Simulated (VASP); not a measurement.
# SrCl2 (Fm-3m) in VASP: single point with PBE

Aim: the single point of SrCl2 with PBE.

Program: VASP 6.6.1. These are calculated values, not measurements. Logs are shortened: lines on timing, memory, paths and dates and some standing lists are left out, and cuts for length are marked.

## (1) Starting point

It takes space group Fm-3m (No. 225, cubic). The conventional cell has a = 6.999 Å, b = 6.999 Å, c = 6.999 Å, α = 90.00°, β = 90.00°, γ = 90.00°. Sr (site symmetry m-3m) is surrounded by 8 Cl at 3.03 Å. Cl (site symmetry -43m) has 4 Sr at 3.03 Å as nearest neighbours.

The cell is a database's computed one.

## (2) Single point, PBE

The input, INCAR:

```
PREC = Accurate
ENCUT = 520
EDIFF = 1E-7
ISMEAR = 0
SIGMA = 0.1
LREAL = F
LASPH = T
NELM = 100
ALGO = Fast
ISIF = 2
LWAVE = F
LCHARG = F
GGA = PE
NBANDS = 19
```

The input, KPOINTS:

```
regular mesh
0
Gamma
  4 4 4
```

The input, POSCAR:

```
SrCl2
1.0
    0.0000000000      3.4997470000      3.4997470000
    3.4997470000      0.0000000000      3.4997470000
    3.4997470000      3.4997470000      0.0000000000
Sr Cl
1 2
Direct
    0.0000000000      0.0000000000      0.0000000000
    0.7500000000      0.7500000000      0.7500000000
    0.2500000000      0.2500000000      0.2500000000
```

Potentials or basis: VASP PAW PBE potentials, release 64 (Sr_sv, Cl).

Launch:

```bash
$ cat potpaw_PBE.64/Sr_sv/POTCAR potpaw_PBE.64/Cl/POTCAR > POTCAR
$ mpirun -np 1 vasp_std > vasp.out
```

OUTCAR:

```text
PREC = Accurate
   ENCUT = 520
   EDIFF = 1E-7
   ISMEAR = 0
   LREAL = F
   LASPH = T
   NELM = 100
   ISIF = 2
   GGA = PE

 ion  position               nearest neighbor table
   1  0.000  0.000  0.000-   2 3.03   3 3.03   2 3.03   2 3.03   2 3.03   3 3.03   3 3.03   3 3.03

   2  0.750  0.750  0.750-   1 3.03   1 3.03   1 3.03   1 3.03
   3  0.250  0.250  0.250-   1 3.03   1 3.03   1 3.03   1 3.03

  LATTYP: Found a face centered cubic cell.
 ALAT       =     6.9994940000

  Lattice vectors:

 A1 = (   0.0000000000,   3.4997470000,   3.4997470000)
 A2 = (   3.4997470000,   0.0000000000,   3.4997470000)
 A3 = (   3.4997470000,   3.4997470000,   0.0000000000)

Analysis of symmetry for initial positions (statically):
=====================================================================
 Subroutine PRICEL returns:
 Original cell was already a primitive cell.

 Routine SETGRP: Setting up the symmetry group for a
 face centered cubic supercell.

 Subroutine GETGRP returns: Found 48 space group operations
 (whereof 48 operations were pure point group operations)
 out of a pool of 48 trial point group operations.

The static configuration has the point symmetry O_h .

Analysis of symmetry for dynamics (positions and initial velocities):
=====================================================================
 Subroutine PRICEL returns:
 Original cell was already a primitive cell.

 Routine SETGRP: Setting up the symmetry group for a
 face centered cubic supercell.

 Subroutine GETGRP returns: Found 48 space group operations
 (whereof 48 operations were pure point group operations)
 out of a pool of 48 trial point group operations.

The dynamic configuration has the point symmetry O_h .

 Subroutine INISYM returns: Found 48 space group operations
 (whereof 48 operations are pure point group operations),
 and found     1 'primitive' translations

----------------------------------------------------------------------------------------

                                     Primitive cell

  volume of cell :      85.7314

  direct lattice vectors                    reciprocal lattice vectors
     0.000000000  3.499747000  3.499747000    -0.142867470  0.142867470  0.142867470
     3.499747000  0.000000000  3.499747000     0.142867470 -0.142867470  0.142867470
     3.499747000  3.499747000  0.000000000     0.142867470  0.142867470 -0.142867470

  length of vectors
     4.949389672  4.949389672  4.949389672     0.247453717  0.247453717  0.247453717

  position of ions in fractional coordinates (direct lattice)
     0.000000000  0.000000000  0.000000000
     0.750000000  0.750000000  0.750000000
     0.250000000  0.250000000  0.250000000

  ion indices of the primitive-cell ions
   primitive index   ion index
                 1           1
                 2           2
                 3           3

----------------------------------------------------------------------------------------

 KPOINTS: regular mesh

Automatic generation of k-mesh.
 Grid dimensions read from file:
 generate k-points for:    4    4    4

 Generating k-lattice:

  Cartesian coordinates                     Fractional coordinates (reciprocal lattice)
    -0.035716868  0.035716868  0.035716868     0.250000000  0.000000000  0.000000000
     0.035716868 -0.035716868  0.035716868     0.000000000  0.250000000  0.000000000
     0.035716868  0.035716868 -0.035716868     0.000000000  0.000000000  0.250000000

  Length of vectors
     0.061863429  0.061863429  0.061863429

  Shift w.r.t. Gamma in fractional coordinates (k-lattice)
     0.000000000  0.000000000  0.000000000

 Subroutine IBZKPT returns following result:
 ===========================================

 Found      8 irreducible k-points:

 Following reciprocal coordinates:
            Coordinates               Weight
  0.000000  0.000000  0.000000      1.000000
  0.250000  0.000000  0.000000      8.000000
  0.500000  0.000000  0.000000      4.000000
  0.250000  0.250000  0.000000      6.000000
  0.500000  0.250000  0.000000     24.000000
 -0.250000  0.250000  0.000000     12.000000
  0.500000  0.500000  0.000000      3.000000
 -0.250000  0.500000  0.250000      6.000000
   k-points           NKPTS =      8   k-points in BZ     NKDIM =      8   number of bands    NBANDS=     19
   number of dos      NEDOS =    301   number of ions     NIONS =      3
   total plane-waves  NPLWV =  64000
   dimension x,y,z NGX =    40 NGY =   40 NGZ =   40
   dimension x,y,z NGXF=    80 NGYF=   80 NGZF=   80
   ions per type =               1   2
   NGX,Y,Z   is equivalent  to a cutoff of  13.44, 13.44, 13.44 a.u.
   NGXF,Y,Z  is equivalent  to a cutoff of  26.87, 26.87, 26.87 a.u.
 SYSTEM =  unknown system
   PREC   = accura    normal or accurate (medium, high low for compatibility)
   ISTART =      0    job   : 0-new  1-cont  2-samecut
   ICHARG =      2    charge: 1-file 2-atom 10-const
   ISPIN  =      1    spin polarized calculation?
   LNONCOLLINEAR =      F non collinear calculations
   LSORBIT =      F    spin-orbit coupling
   LASPH  =      T    aspherical Exc in radial PAW
   ENCUT  =  520.0 eV  38.22 Ry    6.18 a.u.   9.20  9.20  9.20*2*pi/ulx,y,z
   NELM   =    100;   NELMIN=  2; NELMDL= -5     # of ELM steps
   EDIFF  = 0.1E-06   stopping-criterion for ELM
   LREAL  =      F    real-space projection
   EDIFFG = 0.1E-05   stopping-criterion for IOM
   NSW    =      0    number of steps for IOM
   IBRION =     -1    ionic relax: 0-MD 1-quasi-New 2-CG
   NFREE  =      0    steps in history (QN), initial steepest desc. (CG)
   ISIF   =      2    stress and relaxation
   ISYM   =      2    0-nonsym 1-usesym 2-fastsym
   POTIM  = 0.5000    time-step for ionic-motion
   TEBEG  =    0.0;   TEEND  =   0.0 temperature during run
   PSTRESS=    0.0 pullay stress
   NELECT =      24.0000    total number of electrons
   NUPDOWN=      -1.0000    fix difference up-down
   EMIN   =  10.00;   EMAX   =-10.00  energy-range for DOS
   EFERMI =   0.00;   METHOD = LEGACY
   ISMEAR =     0;   SIGMA  =   0.10  broadening in eV -4-tet -1-fermi 0-gaus
   EFERMI_NEDOS =   21; number of points for ismear=-14 and -15
   IALGO  =     68    algorithm
   IMIX   =      4    mixing-type and parameters
     AMIX     =   0.40;   BMIX     =  1.00
     AMIX_MAG =   1.60;   BMIX_MAG =  1.00
  volume/ion in A,a.u.               =      28.58       192.85
  Fermi-wavevector in a.u.,A,eV,Ry     =   1.070940  2.023784 15.604701  1.146913
  Thomas-Fermi vector in A             =   2.206666
   LORBIT       =      0    0 simple, 1 ext, 2 COOP (PROOUT), +10 PAW based schemes
   GGA     = PE    functional components
   LHFCALC =     F    Hartree Fock is set to
   AEXX    =    0.0000 exact exchange contribution
   IVDW    =     0    specifies the selected vdW correction
   LEPSILON=     F    determine dielectric tensor
   LRPA    =     F    only Hartree local field effects (RPA)
 non-spin polarized calculation
 RMM-DIIS sequential band-by-band and
 Gauss-broadening in eV      SIGMA  =   0.10
  energy-cutoff  :      520.00
  volume of cell :       85.73
 maximum number of plane-waves:      2332
 NGX is ok and might be reduce to    40
   NGX = 19   NGY = 19   NGZ = 19

 number of electron      24.0000002 magnetization

 Free energy of the ion-electron system (eV)
  ---------------------------------------------------
  ext. energy  EPLUGINS =         0.00000000
  ---------------------------------------------------
  free energy    TOTEN  =       -12.78722648 eV

  energy without entropy =      -12.78722648  energy(sigma->0) =      -12.78722648

 E-fermi :   0.6193     XC(G=0):  -8.2408

 val. band max:        0.0888126976   @ k =   0.5000   0.5000   0.0000
 cond. band min:       5.3891177670   @ k =   0.0000   0.0000   0.0000
 fundamental gap:      5.3003050694
 Fermi energy:         0.6192622402

 k-point     1 :       0.0000    0.0000    0.0000
  band No.  band energies     occupation
      1     -32.8305      2.00000
      2     -14.8179      2.00000
      3     -14.8179      2.00000
      4     -14.8179      2.00000
      5     -13.1863      2.00000
      6     -12.3561      2.00000
      7      -2.0033      2.00000
      8      -2.0033      2.00000
      9      -2.0033      2.00000
     10      -0.2446      2.00000
     11      -0.2446      2.00000
     12      -0.2446      2.00000
     13       5.3891      0.00000
     14       6.1886      0.00000
     15       6.1886      0.00000
     16       9.1076      0.00000
     17       9.1088      0.00000
     18       9.1119      0.00000
     19       9.3444      0.00000

 k-point     2 :       0.2500    0.0000    0.0000
  band No.  band energies     occupation
      1     -32.8290      2.00000
      2     -14.9688      2.00000
      3     -14.8245      2.00000
      4     -14.8245      2.00000
      5     -12.9222      2.00000
      6     -12.4547      2.00000
      7      -1.7899      2.00000
      8      -1.7899      2.00000
      9      -1.6453      2.00000
     10      -0.8217      2.00000
     11      -0.5444      2.00000
     12      -0.5444      2.00000
     13       6.4988      0.00000
     14       6.5655      0.00000
     15       6.5655      0.00000
     16       7.8539      0.00000
     17       8.6814      0.00000
     18       8.6814      0.00000
     19       9.6492      0.00000

 k-point     3 :       0.5000    0.0000    0.0000
  band No.  band energies     occupation
      1     -32.8275      2.00000
      2     -15.0845      2.00000
      3     -14.8310      2.00000
      4     -14.8310      2.00000
      5     -12.7963      2.00000
      6     -12.4383      2.00000
      7      -1.4493      2.00000
      8      -1.4493      2.00000
      9      -1.3906      2.00000
     10      -1.2117      2.00000
     11      -0.9462      2.00000
     12      -0.9462      2.00000
     13       6.7917      0.00000
     14       6.7917      0.00000
     15       7.5614      0.00000
     16       7.9444      0.00000
     17       8.6637      0.00000
     18       8.6637      0.00000
     19       8.7992      0.00000

 k-point     4 :       0.2500    0.2500    0.0000
  band No.  band energies     occupation
      1     -32.8285      2.00000
      2     -15.0032      2.00000
      3     -14.8335      2.00000
      4     -14.8335      2.00000
      5     -12.8093      2.00000
      6     -12.5088      2.00000
      7      -1.9076      2.00000
      8      -1.9076      2.00000
      9      -1.6113      2.00000
     10      -1.0897      2.00000
     11      -0.2385      2.00000
     12      -0.2385      2.00000
     13       6.1355      0.00000
     14       6.7420      0.00000
     15       6.8417      0.00000
     16       8.1594      0.00000
     17       8.1594      0.00000
     18       8.5045      0.00000
     19       9.1333      0.00000

 k-point     5 :       0.5000    0.2500    0.0000
  band No.  band energies     occupation
      1     -32.8270      2.00000
      2     -15.0637      2.00000
      3     -14.9027      2.00000
      4     -14.8401      2.00000
      5     -12.6423      2.00000
      6     -12.5174      2.00000
      7      -2.1757      2.00000
      8      -1.7844      2.00000
      9      -1.6596      2.00000
     10      -0.5752      2.00000
     11      -0.4826      2.00000
     12      -0.3713      2.00000
     13       6.1822      0.00000
     14       7.1550      0.00000
     15       7.4246      0.00000
     16       7.6627      0.00000
     17       8.2501      0.00000
     18       8.9472      0.00000
     19       9.7029      0.00000

 k-point     6 :      -0.2500    0.2500    0.0000
  band No.  band energies     occupation
      1     -32.8275      2.00000
      2     -15.0132      2.00000
      3     -14.9199      2.00000
      4     -14.8310      2.00000
      5     -12.6835      2.00000
      6     -12.5290      2.00000
      7      -2.0595      2.00000
      8      -1.5657      2.00000
      9      -1.2558      2.00000
     10      -1.1619      2.00000
     11      -0.9548      2.00000
     12      -0.1800      2.00000
     13       6.3526      0.00000
     14       6.9410      0.00000
     15       7.2237      0.00000
     16       7.9368      0.00000
     17       8.5679      0.00000
     18       8.5816      0.00000
     19       9.9394      0.00000

 k-point     7 :       0.5000    0.5000    0.0000
  band No.  band energies     occupation
      1     -32.8265      2.00000
      2     -15.1425      2.00000
      3     -14.8491      2.00000
      4     -14.8491      2.00000
      5     -12.6513      2.00000
      6     -12.4600      2.00000
      7      -2.6269      2.00000
      8      -1.7657      2.00000
      9      -1.7657      2.00000
     10      -0.3073      2.00000
     11      -0.3073      2.00000
     12       0.0888      2.00000
     13       5.5984      0.00000
     14       7.1006      0.00000
     15       7.6652      0.00000
     16       8.0649      0.00000
     17       8.0649      0.00000
     18       8.7116      0.00000
     19      10.0017      0.00000

 k-point     8 :      -0.2500    0.5000    0.2500
  band No.  band energies     occupation
      1     -32.8265      2.00000
      2     -15.0036      2.00000
      3     -15.0036      2.00000
      4     -14.8495      2.00000
      5     -12.5481      2.00000
      6     -12.5481      2.00000
      7      -2.3441      2.00000
      8      -2.1089      2.00000
      9      -1.1075      2.00000
     10      -1.1075      2.00000
     11      -0.2208      2.00000
     12      -0.0114      2.00000
     13       6.3133      0.00000
     14       7.0792      0.00000
     15       7.2837      0.00000
     16       7.2837      0.00000
     17       8.1803      0.00000
     18       9.5103      0.00000
     19      10.7298      0.00000

------------------------ aborting loop because EDIFF is reached ----------------------------------------

  FORCE on cell =-STRESS in cart. coord.  units (eV):
  Direction    XX          YY          ZZ          XY          YZ          ZX
  --------------------------------------------------------------------------------------
  -------------------------------------------------------------------------------------
  Total        0.3789697      0.3789697      0.3789697      0.0000000      0.0000000     -0.0000000
  in kB        7.0823140      7.0823140      7.0823140      0.0000000      0.0000000     -0.0000000
  external PRESSURE =       7.0823140 kB  Pullay stress =       0.0000000 kB

 VOLUME and BASIS-vectors are now :
 -----------------------------------------------------------------------------
  energy-cutoff  :      520.00
  volume of cell :       85.73
      direct lattice vectors                 reciprocal lattice vectors
     0.000000000  3.499747000  3.499747000    -0.142867470  0.142867470  0.142867470
     3.499747000  0.000000000  3.499747000     0.142867470 -0.142867470  0.142867470
     3.499747000  3.499747000  0.000000000     0.142867470  0.142867470 -0.142867470

 POSITION                                       TOTAL-FORCE (eV/Angst)
 -----------------------------------------------------------------------------------
      0.00000      0.00000      0.00000        -0.000000     -0.000000      0.000000
      5.24962      5.24962      5.24962        -0.000000      0.000000     -0.000000
      1.74987      1.74987      1.74987         0.000000     -0.000000      0.000000
 -----------------------------------------------------------------------------------
    total drift:                               -0.000000     -0.000000      0.000000

  FREE ENERGIE OF THE ION-ELECTRON SYSTEM (eV)
  ---------------------------------------------------
  free  energy   TOTEN  =       -12.7872264760 eV

  energy  without entropy=      -12.7872264760  energy(sigma->0) =      -12.78722648
```

It took 21 s on 1 thread of Intel Xeon Platinum 8559C (Emerald Rapids), shared host; peak memory 0.22 GiB.

What came out:

| Property | Result |
| --- | --- |
| Free energy | -12.7872 eV |
| Pressure | 0.7 GPa |
| Band gap on the k mesh | 5.30 eV, indirect (least direct gap 5.51 eV) |

Levels at points of the mesh, in eV from the valence-band top:
```tsv
k point	band 9	band 10	band 11	band 12	band 13	band 14	band 15	band 16
(0.00, 0.00, 0.00)	-2.09	-0.33	-0.33	-0.33	5.30	6.10	6.10	9.02
(0.50, 0.00, 0.00)	-1.48	-1.30	-1.04	-1.04	6.70	6.70	7.47	7.86
(0.50, 0.50, 0.00)	-1.85	-0.40	-0.40	0.00	5.51	7.01	7.58	7.98
```

A k mesh can miss the band edges.
